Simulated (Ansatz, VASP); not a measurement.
# Zn35CuO36 (Cu on a Zn site in ZnO) in two plane-wave programs

Aim: how closely do two programs agree when they are given the same cell, functional and k mesh? The structure shown is the start of the Ansatz relaxation below; VASP solves that cell, so the two are compared at the walk's first step.

Method: plane waves, with VASP 6.6.1 beside it; single point at PBE, DFT+U, in Ansatz 0.2.0.

### 1. Starting point

The cell holds 72 atoms: 35 Zn, 36 O and 1 Cu. Its edges and angles: a = 9.839 Å, b = 9.839 Å, c = 10.587 Å, α = 90.0°, β = 90.0°, γ = 120.0°. It derives from ZnO (ZnO (P6_3mc)). Nearest the centre at fractional (0.556, 0.444, 0.500): Cu72 at 0.05 Å, O49 at 1.95 Å, O54 at 2.00 Å, O65 at 2.00 Å, O53 at 2.04 Å, Zn28 at 3.23 Å, Zn30 at 3.23 Å, Zn8 at 3.26 Å.

### 2. Ansatz: relaxation, PBE, DFT+U

Ansatz runs on its default PAW (the set named soft_2) files.

The two programs are compared at the cell with which this relaxation starts, whose forces are those of its first step.

Input file input.yaml:

```yaml
relax:
  f_tol: 0.02
  max_steps: 80
  random_displacement: { amplitude: 0.05, seed: 300 }
crystal:
  lattice:
    - [9.83855992, 0.0, 0.0]
    - [-4.91927996, 8.52044283, 0.0]
    - [0.0, 0.0, 10.58650209]
  atoms:
    - { symbol: Zn, position: [0.111111111, 0.222222222, 0.249983552] }
    - { symbol: Zn, position: [0.222222222, 0.111111111, -1.6448e-05] }
    - { symbol: O, position: [0.222222222, 0.111111111, 0.189521448] }
    - { symbol: O, position: [0.111111111, 0.222222222, 0.439521448] }
    - { symbol: Zn, position: [0.111111111, 0.222222222, 0.749983552] }
    - { symbol: Zn, position: [0.222222222, 0.111111111, 0.499983552] }
    - { symbol: O, position: [0.222222222, 0.111111111, 0.689521448] }
    - { symbol: O, position: [0.111111111, 0.222222222, 0.939521448] }
    - { symbol: Zn, position: [0.111111111, 0.555555556, 0.249983552] }
    - { symbol: Zn, position: [0.222222222, 0.444444444, -1.6448e-05] }
    - { symbol: O, position: [0.222222222, 0.444444444, 0.189521448] }
    - { symbol: O, position: [0.111111111, 0.555555556, 0.439521448] }
    - { symbol: Zn, position: [0.111111111, 0.555555556, 0.749983552] }
    - { symbol: Zn, position: [0.222222222, 0.444444444, 0.499983552] }
    - { symbol: O, position: [0.222222222, 0.444444444, 0.689521448] }
    - { symbol: O, position: [0.111111111, 0.555555556, 0.939521448] }
    - { symbol: Zn, position: [0.111111111, 0.888888889, 0.249983552] }
    - { symbol: Zn, position: [0.222222222, 0.777777778, -1.6448e-05] }
    - { symbol: O, position: [0.222222222, 0.777777778, 0.189521448] }
    - { symbol: O, position: [0.111111111, 0.888888889, 0.439521448] }
    - { symbol: Zn, position: [0.111111111, 0.888888889, 0.749983552] }
    - { symbol: Zn, position: [0.222222222, 0.777777778, 0.499983552] }
    - { symbol: O, position: [0.222222222, 0.777777778, 0.689521448] }
    - { symbol: O, position: [0.111111111, 0.888888889, 0.939521448] }
    - { symbol: Zn, position: [0.444444444, 0.222222222, 0.249983552] }
    - { symbol: Zn, position: [0.555555556, 0.111111111, -1.6448e-05] }
    - { symbol: O, position: [0.555555556, 0.111111111, 0.189521448] }
    - { symbol: O, position: [0.444444444, 0.222222222, 0.439521448] }
    - { symbol: Zn, position: [0.444444444, 0.222222222, 0.749983552] }
    - { symbol: Zn, position: [0.555555556, 0.111111111, 0.499983552] }
    - { symbol: O, position: [0.555555556, 0.111111111, 0.689521448] }
    - { symbol: O, position: [0.444444444, 0.222222222, 0.939521448] }
    - { symbol: Zn, position: [0.444444444, 0.555555556, 0.249983552] }
    - { symbol: Zn, position: [0.555555556, 0.444444444, -1.6448e-05] }
    - { symbol: O, position: [0.555555556, 0.444444444, 0.189521448] }
    - { symbol: O, position: [0.444444444, 0.555555556, 0.439521448] }
    - { symbol: Zn, position: [0.444444444, 0.555555556, 0.749983552] }
    - { symbol: Cu, position: [0.555555556, 0.444444444, 0.499983552], spin: 1.0 }
    - { symbol: O, position: [0.555555556, 0.444444444, 0.689521448] }
    - { symbol: O, position: [0.444444444, 0.555555556, 0.939521448] }
    - { symbol: Zn, position: [0.444444444, 0.888888889, 0.249983552] }
    - { symbol: Zn, position: [0.555555556, 0.777777778, -1.6448e-05] }
    - { symbol: O, position: [0.555555556, 0.777777778, 0.189521448] }
    - { symbol: O, position: [0.444444444, 0.888888889, 0.439521448] }
    - { symbol: Zn, position: [0.444444444, 0.888888889, 0.749983552] }
    - { symbol: Zn, position: [0.555555556, 0.777777778, 0.499983552] }
    - { symbol: O, position: [0.555555556, 0.777777778, 0.689521448] }
    - { symbol: O, position: [0.444444444, 0.888888889, 0.939521448] }
    - { symbol: Zn, position: [0.777777778, 0.222222222, 0.249983552] }
    - { symbol: Zn, position: [0.888888889, 0.111111111, -1.6448e-05] }
    - { symbol: O, position: [0.888888889, 0.111111111, 0.189521448] }
    - { symbol: O, position: [0.777777778, 0.222222222, 0.439521448] }
    - { symbol: Zn, position: [0.777777778, 0.222222222, 0.749983552] }
    - { symbol: Zn, position: [0.888888889, 0.111111111, 0.499983552] }
    - { symbol: O, position: [0.888888889, 0.111111111, 0.689521448] }
    - { symbol: O, position: [0.777777778, 0.222222222, 0.939521448] }
    - { symbol: Zn, position: [0.777777778, 0.555555556, 0.249983552] }
    - { symbol: Zn, position: [0.888888889, 0.444444444, -1.6448e-05] }
    - { symbol: O, position: [0.888888889, 0.444444444, 0.189521448] }
    - { symbol: O, position: [0.777777778, 0.555555556, 0.439521448] }
    - { symbol: Zn, position: [0.777777778, 0.555555556, 0.749983552] }
    - { symbol: Zn, position: [0.888888889, 0.444444444, 0.499983552] }
    - { symbol: O, position: [0.888888889, 0.444444444, 0.689521448] }
    - { symbol: O, position: [0.777777778, 0.555555556, 0.939521448] }
    - { symbol: Zn, position: [0.777777778, 0.888888889, 0.249983552] }
    - { symbol: Zn, position: [0.888888889, 0.777777778, -1.6448e-05] }
    - { symbol: O, position: [0.888888889, 0.777777778, 0.189521448] }
    - { symbol: O, position: [0.777777778, 0.888888889, 0.439521448] }
    - { symbol: Zn, position: [0.777777778, 0.888888889, 0.749983552] }
    - { symbol: Zn, position: [0.888888889, 0.777777778, 0.499983552] }
    - { symbol: O, position: [0.888888889, 0.777777778, 0.689521448] }
    - { symbol: O, position: [0.777777778, 0.888888889, 0.939521448] }
  host:
    repeats: [3, 3, 2]
    atoms:
      - { symbol: Zn, position: [0.333333333, 0.666666667, 0.499967103] }
      - { symbol: Zn, position: [0.666666667, 0.333333333, -3.2897e-05] }
      - { symbol: O, position: [0.666666667, 0.333333333, 0.379042897] }
      - { symbol: O, position: [0.333333333, 0.666666667, 0.879042897] }
basis:
  ecutwfc: 420
  xc_grid: 2
hamiltonian:
  xc: pbe
  hubbard: { sites: [{ species: Cu, l: d, u_eff: 5.0 }] }
kpoints:
  mp_grid: { grid: [1, 1, 1], shift: [0.25, 0.25, 0.25] }
magnetization:
  spin_polarized: true
  initial_magnetization: 1
  spin_locking: { lock_magnetization: hard }
scf:
  occupations: { method: fermi_dirac, width: 0.01 }
  max_iter: 120
output:
  forces: true
  charged_corrections:
    epsilon: [5.21, 5.21, 5.27]
    static_epsilon: [10.56, 10.56, 11.59]
    defect_position: [0.555556, 0.444444, 0.499984]
checkpoint:
  write: "../relax0.run"
  compress: false
  write_wavefunctions: true
  write_every: 100000
```

Launch:

```sh
$ ansatz run input.yaml --threads 4 --pin off --max-ram 14131MiB --backend cpu --events-out ev --progress --plain --runs-dir out
```

Numbers of over 12 decimals in the logs are rounded to 6 here.

Output:

```text
Zn: projections on atomic orbitals take those of the free atom [Ar] 3d10 4s2, of charge +0.00 (hamiltonian.pseudopotentials.projection_atoms); the dataset's partial waves leave at most 6.8e-7 of an orbital's norm unspanned inside its sphere
O: projections on atomic orbitals take those of the free atom [He] 2s2 2p4, of charge +0.00 (hamiltonian.pseudopotentials.projection_atoms); the dataset's partial waves leave at most 1.9e-8 of an orbital's norm unspanned inside its sphere
Cu: projections on atomic orbitals take those of the free atom [Ne] 3s2 3p6 3d10 4s1, of charge +0.00 (hamiltonian.pseudopotentials.projection_atoms); the dataset's partial waves leave at most 2.0e-6 of an orbital's norm unspanned inside its sphere
Engine: ansatz 0.2.0, aarch64-unknown-linux-gnu
Pseudopotentials: kind: paw
Pseudopotential: Zn, paw, valence charge 12, recommended cutoff 420 eV (normal), Zn.paw.azcp
Pseudopotential: O, paw, valence charge 6, recommended cutoff 420 eV (normal), O.paw.azcp
Pseudopotential: Cu, paw, valence charge 19, recommended cutoff 420 eV (normal), Cu.paw.azcp
Functional definition: PBE
  parameter kappa = 0.804
  parameter beta = 0.066725
  exchange = pbe_x(kappa = kappa, mu = beta*pi^2/3)
  correlation = pbe_c(beta = beta)
Crystal: 72 atoms, lattice volume = 887.455 Å³
Basis set: ecut = 420 eV, 17351 PW (Γ), exchange–correlation on 144×144×144 points (8 copies of the dense FFT grid, shifted against one another)
Bands: 400, of which v1, the nominal top of the filled ones, is band 328 counted from 1 (327 counted from 0)
Symmetry: 1 space group operations
k-points: 1
Non-local potential: Zn, projectors of the file, l = 0: 2, l = 1: 2, l = 2: 3, l = 3: 1
Non-local potential: O, projectors of the file, l = 0: 2, l = 1: 2, l = 2: 1
Non-local potential: Cu, projectors of the file, l = 0: 3, l = 1: 2, l = 2: 3, l = 3: 1
PAW form: soft (Blöchl's): semilocal exchange-correlation on the pseudo side does not see the compensation charge
PAW one-centre angular grid: Zn, 590 points (default); XC on 64 Gauss nodes
PAW one-centre angular grid: O, 110 points (default); XC on 64 Gauss nodes
PAW one-centre angular grid: Cu, 590 points (default); XC on 64 Gauss nodes
Initial density: superposition of atomic densities (chi_scale 0.1, normalization cell, long waves kept (reshape's long-wave potential 0.06 eV rms))
Starting moments: Σ|m| = 1 μB on 1 of 72 sites
Initial wavefunctions: pseudopotential atomic-orbital guess
Functional: x = pbe(κ = 0.804, μ = 0.219515), c = pbe(β = 0.066725)
SCF iter   1: F=—  HF=-143244.675688 eV  |F-HF|=—  |Δ(HF+E_count)|=         —  Δρ=5.27e-2 (↑4.96e-2 ↓5.27e-2)  dr2=4.73e1  dr2_m=1.15e0  M=1.000 μB ∫|m|=1.009 μB  β_m=0.30  ethr=3.10e-3  ⟨swp⟩=6.0  Hψ=2871  notcnv=0
preconditioner: auto → Resta (q_TF=auto, 2.594 Å⁻¹)  ε∞=6.5  [insulator: Δε(μ)=0.047 eV  Ē_g=13.564 eV  σ=0.010 eV  W_gap=0.83  n_scr=242 (ndim 8)  ℏωp=31.7 eV  f_vac=0.002  D(μ)=15.93/eV (n_scr^D=84)  ε∞_Penn≈6.5]
spin=Collinear: Resta preconditioning applied to the charge; magnetization (m = ρ↑ − ρ↓) channel mixes plain (no charge-response kernel on spin).
SCF iter   2: F=—  HF=-143233.200151 eV  |F-HF|=—  |Δ(HF+E_count)|=    1.15e1  Δρ=2.72e-2 (↑2.72e-2 ↓2.69e-2)  dr2=1.49e1  dr2_m=2.03e-1  M=1.000 μB ∫|m|=1.040 μB  β_m=0.42  ethr=3.10e-3  ⟨swp⟩=2.0  Hψ=1508  notcnv=0  defer=132
SCF iter   3: F=—  HF=-143229.538139 eV  |F-HF|=—  |Δ(HF+E_count)|=    3.66e0  Δρ=1.25e-2 (↑1.03e-2 ↓1.25e-2)  dr2=3.12e0  dr2_m=9.34e-2  M=1.000 μB ∫|m|=1.050 μB  β_m=0.49  ethr=2.28e-3  ⟨swp⟩=2.0  Hψ=1587  notcnv=0  defer=132
SCF iter   4: F=—  HF=-143229.031094 eV  |F-HF|=—  |Δ(HF+E_count)|=   5.07e-1  Δρ=1.30e-2 (↑5.27e-3 ↓1.30e-2)  dr2=2.15e0  dr2_m=1.62e-1  M=1.000 μB ∫|m|=1.099 μB  β_m=0.42  ethr=4.76e-4  ⟨swp⟩=2.5  Hψ=1463  notcnv=0  defer=132
SCF iter   5: F=—  HF=-143228.837804 eV  |F-HF|=—  |Δ(HF+E_count)|=   1.93e-1  Δρ=5.41e-3 (↑2.50e-3 ↓5.41e-3)  dr2=3.67e-1  dr2_m=4.88e-2  M=1.000 μB ∫|m|=1.089 μB  β_m=0.71  ethr=3.28e-4  ⟨swp⟩=2.5  Hψ=1463  notcnv=0  defer=132
SCF iter   6: F=—  HF=-143228.998692 eV  |F-HF|=—  |Δ(HF+E_count)|=   1.61e-1  Δρ=1.81e-3 (↑1.56e-3 ↓1.81e-3)  dr2=7.77e-2  dr2_m=1.07e-3  M=1.000 μB ∫|m|=1.077 μB  β_m=0.61  ethr=5.60e-5  ⟨swp⟩=3.0  Hψ=1425  notcnv=0  defer=132
SCF iter   7: F=—  HF=-143228.989105 eV  |F-HF|=—  |Δ(HF+E_count)|=   9.59e-3  Δρ=1.44e-3 (↑3.93e-4 ↓1.44e-3)  dr2=1.41e-2  dr2_m=3.82e-3  M=1.000 μB ∫|m|=1.073 μB  β_m=0.69  ethr=1.19e-5  ⟨swp⟩=2.5  Hψ=1462  notcnv=0  defer=132
SCF iter   8: F=—  HF=-143228.995672 eV  |F-HF|=—  |Δ(HF+E_count)|=   6.57e-3  Δρ=1.13e-3 (↑2.84e-4 ↓1.13e-3)  dr2=1.11e-2  dr2_m=1.83e-3  M=1.000 μB ∫|m|=1.072 μB  β_m=0.85  ethr=2.15e-6  ⟨swp⟩=2.0  Hψ=1314  notcnv=0  defer=132
[...]
--- Relaxed structure (11 steps of the walk, 9 accepted, 0 SCFs on fresh bases) ---
  F+E_penalty+E_count = -143229.88221197 eV   max|allowed force component| = 6.397e-3 eV/Å
  atoms:
    - { symbol: Zn, position: [0.110192, 0.223554, 0.249473] }
    - { symbol: Zn, position: [0.222496, 0.111522, -0.000225212] }
    - { symbol: O, position: [0.221250, 0.112230, 0.189436] }
    - { symbol: O, position: [0.109022, 0.222859, 0.439122] }
    - { symbol: Zn, position: [0.110993, 0.223126, 0.749574] }
    - { symbol: Zn, position: [0.217202, 0.110084, 0.501516] }
    - { symbol: O, position: [0.221626, 0.110995, 0.690629] }
    - { symbol: O, position: [0.111157, 0.222442, 0.939144] }
    - { symbol: Zn, position: [0.111237, 0.556588, 0.249773] }
    - { symbol: Zn, position: [0.223887, 0.444934, -0.00169063] }
    - { symbol: O, position: [0.221721, 0.445321, 0.187916] }
    - { symbol: O, position: [0.111935, 0.555795, 0.439524] }
    - { symbol: Zn, position: [0.113474, 0.555836, 0.749311] }
    - { symbol: Zn, position: [0.225927, 0.445465, 0.498118] }
    - { symbol: O, position: [0.224825, 0.444960, 0.688116] }
    - { symbol: O, position: [0.111995, 0.555790, 0.939129] }
    - { symbol: Zn, position: [0.110846, 0.890040, 0.249827] }
    - { symbol: Zn, position: [0.223099, 0.777823, -8.015324461661226e-5] }
    - { symbol: O, position: [0.222129, 0.778807, 0.189598] }
    - { symbol: O, position: [0.111483, 0.889366, 0.439396] }
    - { symbol: Zn, position: [0.111988, 0.889053, 0.750910] }
    - { symbol: Zn, position: [0.222645, 0.778253, 0.499639] }
    - { symbol: O, position: [0.222852, 0.778079, 0.689331] }
    - { symbol: O, position: [0.111830, 0.889077, 0.940279] }
    - { symbol: Zn, position: [0.442613, 0.223408, 0.251210] }
    - { symbol: Zn, position: [0.555473, 0.110795, 0.00039636] }
    - { symbol: O, position: [0.554137, 0.112431, 0.190441] }
    - { symbol: O, position: [0.437154, 0.218796, 0.441604] }
    - { symbol: Zn, position: [0.444430, 0.221066, 0.749606] }
    - { symbol: Zn, position: [0.553420, 0.111007, 0.500464] }
    - { symbol: O, position: [0.555663, 0.109839, 0.689652] }
    - { symbol: O, position: [0.444473, 0.221768, 0.939424] }
    - { symbol: Zn, position: [0.444336, 0.556606, 0.247275] }
    - { symbol: Zn, position: [0.556926, 0.443994, -0.000766049] }
    - { symbol: O, position: [0.555999, 0.444822, 0.188987] }
    - { symbol: O, position: [0.446299, 0.554777, 0.434947] }
    - { symbol: Zn, position: [0.447982, 0.553133, 0.746467] }
    - { symbol: Cu, position: [0.560953, 0.440215, 0.495589] }
    - { symbol: O, position: [0.559932, 0.441216, 0.688206] }
    - { symbol: O, position: [0.445989, 0.554985, 0.937095] }
    - { symbol: Zn, position: [0.444353, 0.889681, 0.249798] }
    - { symbol: Zn, position: [0.556054, 0.777145, -0.00168893] }
    - { symbol: O, position: [0.555671, 0.779228, 0.187916] }
    - { symbol: O, position: [0.445055, 0.888914, 0.439549] }
    - { symbol: Zn, position: [0.445111, 0.887511, 0.749258] }
    - { symbol: Zn, position: [0.555518, 0.775104, 0.498134] }
    - { symbol: O, position: [0.556123, 0.776289, 0.688132] }
    - { symbol: O, position: [0.445082, 0.888911, 0.939079] }
    - { symbol: Zn, position: [0.776707, 0.224205, 0.249888] }
[...]
- { symbol: Zn, position: [0.777262, 0.558185, 0.251168] }
    - { symbol: Zn, position: [0.890114, 0.445446, 0.000466314] }
    - { symbol: O, position: [0.888502, 0.446887, 0.190532] }
    - { symbol: O, position: [0.781950, 0.563751, 0.441729] }
    - { symbol: Zn, position: [0.780021, 0.556666, 0.749736] }
    - { symbol: Zn, position: [0.889859, 0.447360, 0.500535] }
    - { symbol: O, position: [0.891169, 0.445345, 0.689679] }
    - { symbol: O, position: [0.779203, 0.556483, 0.939527] }
    - { symbol: Zn, position: [0.777397, 0.890816, 0.249463] }
    - { symbol: Zn, position: [0.889424, 0.778470, -0.000134138] }
    - { symbol: O, position: [0.888610, 0.779568, 0.189538] }
    - { symbol: O, position: [0.778128, 0.892009, 0.439119] }
    - { symbol: Zn, position: [0.777916, 0.890095, 0.749616] }
    - { symbol: Zn, position: [0.890860, 0.783899, 0.501581] }
    - { symbol: O, position: [0.890023, 0.779427, 0.690656] }
    - { symbol: O, position: [0.778572, 0.889859, 0.939185] }
```

The column dr2 measures how far the density is from self-consistency, as an energy; F and HF (Harris–Foulkes) agree once it is small.

(Part 1 of 2 ends here.)

[Lines on the potential files, build, host, timing and source positions are cut from VASP's logs without a mark.]

[Logs are printed without paths, hosts, clocks, repeated set-up lines and the standing remarks that a program may print on its own settings, such as how far it seeks lower states.]

[Hosts, paths, dates, database ids (printed as entryN), source tags and the programs' standing remarks are cut or masked in the printed files.]
